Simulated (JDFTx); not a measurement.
Crystal: Pb.

```
Pb
1.0
     0.00000    2.47502    2.47502
     2.47502    0.00000    2.47502
     2.47502    2.47502    0.00000
Pb
1
Direct
  0.00000 0.00000 0.00000
```

```yaml
Program: JDFTx 1.7.0 (patched build)
Task: relaxation of cell and atoms
Functional: PBE
Potentials_or_basis: SG15-PBE-1.2 with smoothed tails
Cutoff: 1088 eV
Density_cutoff: 4354 eV
k_mesh: 4 × 4 × 4
Occupations: fermi-dirac, width 0.05 eV
Spin: no spin polarisation
```

At the start: pressure 1.9 GPa; volume 30.32 Å³/atom.

**Question.** How do energy, volume and symmetry change on relaxing?

**Answer.** Over 6 steps the energy falls by 7.2 meV/atom and the volume is 31.60 Å³/atom (+4.2 %); space group Fm-3m (No. 225, to 0.05 Å).

Step by step:
```
step  energy change (eV)  largest force (eV/Å)  pressure (GPa)  volume (Å³)
   1              0.0000                0.0000            1.88        30.32
   2             -0.0025                0.0000            1.49        30.56
   3             -0.0072                0.0000            0.12        31.51
   4             -0.0072                0.0000            0.01        31.59
   5             -0.0072                0.0000            0.00        31.60
   6             -0.0072                0.0000            0.00        31.60
```

Final structure:
```
Pb
1.0
     0.00000    2.50928    2.50928
     2.50928    0.00000    2.50928
     2.50928    2.50928    0.00000
Pb
1
Direct
  0.00000 0.00000 0.00000
```

Caveat: the k mesh is coarse (spacing up to 0.55 Å⁻¹), so the values aren't converged.
